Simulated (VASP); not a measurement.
## VASP 6.6.1, PBE relaxation of cell and atoms, BeTe (CsCl)

INCAR

```
EDIFF = 1E-7
LREAL = .FALSE.
ISMEAR = -1
IBRION = 2
NELM = 120
LCHARG = .FALSE.
NSW = 40
PREC = Accurate
GGA = PE
ENCUT = 600
EDIFFG = -5E-3
LASPH = .TRUE.
NBANDS = 11
LWAVE = .FALSE.
ISIF = 3
SIGMA = 0.02
```

KPOINTS

```
KPOINTS created by Atomic Simulation Environment
0
Gamma
8 8 8
0 0 0
```

POSCAR

```
Be Te
 1.0000000000000000
     2.9910196499000001    0.0000000000000000    0.0000000000000000
     0.0000000000000000    2.9910196499000001    0.0000000000000000
     0.0000000000000000    0.0000000000000000    2.9910196499000001
 Be  Te
   1   1
Cartesian
  0.0000000000000000  0.0000000000000000  0.0000000000000000
  1.4955098249500001  1.4955098249500001  1.4955098249500001
```

VASP ran with the recommended PBE PAW datasets (8 valence electrons in the cell).

Command

```
mpirun -np 1 vasp_std
```

From OUTCAR

```
k-points           NKPTS =     35   k-points in BZ     NKDIM =     35   number of bands    NBANDS=     11

   NELECT =       8.0000    total number of electrons

   dimension x,y,z NGX =    28 NGY =   28 NGZ =   28
   dimension x,y,z NGXF=    56 NGYF=   56 NGZF=   56

  energy-cutoff  :      600.00
  volume of cell :       37.84
      direct lattice vectors                 reciprocal lattice vectors
     3.357331703  0.000000000  0.000000000     0.297855585  0.000000000  0.000000000
     0.000000000  3.357331703  0.000000000     0.000000000  0.297855585  0.000000000
     0.000000000  0.000000000  3.357331703     0.000000000  0.000000000  0.297855585

 k-points in reciprocal lattice and weights: KPOINTS created by Atomic Simulation Env
   0.00000000  0.00000000  0.00000000       0.002
   0.12500000  0.00000000  0.00000000       0.012
   0.25000000  0.00000000  0.00000000       0.012
   0.37500000  0.00000000  0.00000000       0.012
   0.50000000  0.00000000  0.00000000       0.006
   0.12500000  0.12500000  0.00000000       0.023
   0.25000000  0.12500000  0.00000000       0.047
   0.37500000  0.12500000  0.00000000       0.047
   ...

 E-fermi :   7.9613

 k-point     1 :       0.0000    0.0000    0.0000
  band No.  band energies     occupation
      1      -6.1268      2.00000
      2       6.7009      2.00000
      3       6.7009      2.00000
      4       6.7009      2.00000
      5       8.5501      0.00000
      6      11.9952      0.00000
      7      11.9952      0.00000
      8      16.1212      0.00000
      9      16.1212      0.00000
     10      16.1212      0.00000
     11      22.1117      0.00000

 k-point     2 :       0.1250    0.0000    0.0000
  band No.  band energies     occupation
      1      -5.9610      2.00000
      2       5.0570      2.00000
      3       6.8935      2.00000
      4       6.8935      2.00000
      5       9.2292      0.00000
      6      12.1771      0.00000
      7      13.4483      0.00000
      8      15.4900      0.00000
      9      15.4900      0.00000
     10      15.5986      0.00000
     11      21.2900      0.00000

 k-point     3 :       0.2500    0.0000    0.0000
  band No.  band energies     occupation
      1      -5.4948      2.00000
      2       2.7979      2.00000
      3       7.4479      2.00000
      4       7.4479      2.00000
      5       9.8183      0.00000
      6      12.7187      0.00000
      7      14.0045      0.00000
      8      14.0045      0.00000
      9      14.4396      0.00000
     10      16.5760      0.00000
     11      18.8813      0.00000

 k-point     4 :       0.3750    0.0000    0.0000
  band No.  band energies     occupation
      1      -4.8737      2.00000
      2       1.0106      2.00000
      3       8.2494      0.00000
      4       8.2494      0.00000
      5      10.4199      0.00000
      6      12.4304      0.00000
      7      12.4304      0.00000
      8      13.2458      0.00000
      9      13.5899      0.00000
     10      16.8807      0.00000
     11      20.1199      0.00000

 k-point     5 :       0.5000    0.0000    0.0000
  band No.  band energies     occupation
      1      -4.5282      2.00000
      2       0.2666      2.00000
      3       8.7771      0.00000
      4       8.7771      0.00000
      5      10.8155      0.00000
      6      11.6184      0.00000
      7      11.6184      0.00000
      8      12.6228      0.00000
      9      14.3793      0.00000
     10      15.7139      0.00000
     11      22.6594      0.00000

 k-point     6 :       0.1250    0.1250    0.0000
  band No.  band energies     occupation
      1      -5.7948      2.00000
      2       5.0764      2.00000
      3       5.4288      2.00000
      4       7.0839      2.00000
      5      10.0069      0.00000
      6      13.1465      0.00000
      7      13.9979      0.00000
      8      14.2018      0.00000
      9      15.0974      0.00000
     10      15.8029      0.00000
     11      20.3350      0.00000

 k-point     7 :       0.2500    0.1250    0.0000
  band No.  band energies     occupation
      1      -5.3278      2.00000
      2       2.9706      2.00000
      3       5.7855      2.00000
      4       7.6308      2.00000
      5      10.6852      0.00000
      6      12.4032      0.00000
      7      13.9347      0.00000
      8      13.9405      0.00000
      9      15.0944      0.00000
     10      16.8035      0.00000
     11      19.2965      0.00000

 k-point     8 :       0.3750    0.1250    0.0000
  band No.  band energies     occupation
      1      -4.7052      2.00000
      2       1.1825      2.00000
      3       6.5194      2.00000
      4       8.4167      0.00000
      5      10.7660      0.00000
      6      11.3914      0.00000
      7      12.5224      0.00000
      8      14.0050      0.00000
      9      14.7892      0.00000
     10      17.8610      0.00000
     11      20.1867      0.00000

 k-point     9 :       0.5000    0.1250    0.0000
  band No.  band energies     occupation
      1      -4.3587      2.00000
      2       0.4372      2.00000
      3       6.9895      2.00000
      4       8.9280      0.00000
      5       9.9936      0.00000
      6      11.7612      0.00000
      7      11.8795      0.00000
      8      13.3297      0.00000
      9      15.4996      0.00000
     10      16.8848      0.00000
     11      21.5756      0.00000

 k-point    10 :       0.2500    0.2500    0.0000
  band No.  band energies     occupation
      1      -4.8580      2.00000
      2       3.3368      2.00000
      3       3.6307      2.00000
      4       8.1516      0.00015
      5      10.3816      0.00000
      6      11.4436      0.00000
      7      13.5587      0.00000
      8      15.0237      0.00000
      9      16.2061      0.00000
     10      17.9648      0.00000
     11      18.6512      0.00000

 k-point    11 :       0.3750    0.2500    0.0000
  band No.  band energies     occupation
      1      -4.2312      2.00000
      2       1.6724      2.00000
      3       4.1951      2.00000
      4       8.7057      0.00000
      5       8.8810      0.00000
      6      12.1734      0.00000
      7      12.7186      0.00000
      8      14.3449      0.00000
      9      17.1900      0.00000
     10      18.5828      0.00000
     11      18.7975      0.00000

 k-point    12 :       0.5000    0.2500    0.0000
  band No.  band energies     occupation
      1      -3.8820      2.00000
      2       0.9232      2.00000
      3       4.6293      2.00000
      4       7.9344      1.58738
      5       9.3325      0.00000
      6      12.1610      0.00000
      7      12.7596      0.00000
      8      13.7044      0.00000
      9      17.4953      0.00000
     10      18.9365      0.00000
     11      19.4334      0.00000

 k-point    13 :       0.3750    0.3750    0.0000
  band No.  band energies     occupation
      1      -3.5981      2.00000
      2       2.3000      2.00000
      3       2.4231      2.00000
      4       7.0135      2.00000
      5       9.4862      0.00000
      6      12.7780      0.00000
      7      12.9203      0.00000
      8      14.2995      0.00000
      9      17.3973      0.00000
     10      17.6271      0.00000
     11      19.1205      0.00000

 k-point    14 :       0.5000    0.3750    0.0000
  band No.  band energies     occupation
      1      -3.2449      2.00000
      2       1.5995      2.00000
      3       2.7773      2.00000
      4       6.2558      2.00000
      5       9.8170      0.00000
      6      12.6884      0.00000
      7      13.5431      0.00000
      8      13.9311      0.00000
      9      17.1051      0.00000
     10      17.8796      0.00000
     11      17.9239      0.00000

 k-point    15 :       0.5000    0.5000    0.0000
  band No.  band energies     occupation
      1      -2.8894      2.00000
      2       2.0074      2.00000
      3       2.0074      2.00000
      4       5.5078      2.00000
      5      10.0527      0.00000
      6      12.9777      0.00000
      7      14.0205      0.00000
      8      14.0205      0.00000
      9      16.4585      0.00000
     10      17.2853      0.00000
     11      17.2853      0.00000

 k-point    16 :       0.1250    0.1250    0.1250
  band No.  band energies     occupation
      1      -5.6284      2.00000
      2       5.0971      2.00000
      3       5.6226      2.00000
      4       5.6226      2.00000
      5      11.0766      0.00000
      6      13.6669      0.00000
      7      14.1724      0.00000
      8      14.1724      0.00000
      9      14.8480      0.00000
     10      14.8480      0.00000
     11      20.2833      0.00000

 ...

  Total       -0.0013980     -0.0013980     -0.0013980     -0.0000000      0.0000000     -0.0000000
  in kB       -0.0591886     -0.0591886     -0.0591886     -0.0000000      0.0000000     -0.0000000
  external PRESSURE =      -0.0591886 kB  Pullay stress =       0.0000000 kB

 POSITION                                       TOTAL-FORCE (eV/Angst)
 -----------------------------------------------------------------------------------
      0.00000      0.00000      0.00000         0.000000      0.000000      0.000000
      1.67867      1.67867      1.67867         0.000000      0.000000      0.000000
 -----------------------------------------------------------------------------------
    total drift:                               -0.000000      0.000000      0.000000

  FREE ENERGIE OF THE ION-ELECTRON SYSTEM (eV)
  ---------------------------------------------------
  free  energy   TOTEN  =        -5.3990925335 eV

  energy  without entropy=       -5.3975853825  energy(sigma->0) =       -5.39833896
```

CONTCAR

```
Be Te
   1.00000000000000
     3.3573317026721736    0.0000000000000000    0.0000000000000000
     0.0000000000000000    3.3573317026721736    0.0000000000000000
     0.0000000000000000    0.0000000000000000    3.3573317026721741
  Be              Te
     1     1
Direct
     0.0000000000000000    0.0000000000000000    0.0000000000000000
     0.5000000000000000    0.5000000000000000    0.5000000000000000

  0.00000000E+00  0.00000000E+00  0.00000000E+00
  0.00000000E+00  0.00000000E+00  0.00000000E+00
```

The relaxed cell vector lengths is 3.357, 3.357, 3.357 Å and the relaxed cell volume is 37.84 Å³.

The run was restarted once from its relaxed cell; OSZICAR and OUTCAR are the second run's.

The run (the restart alone) took about 9.5 s on one core of a shared host (Intel Xeon Platinum 8488C) and held 0.16 GiB at most.
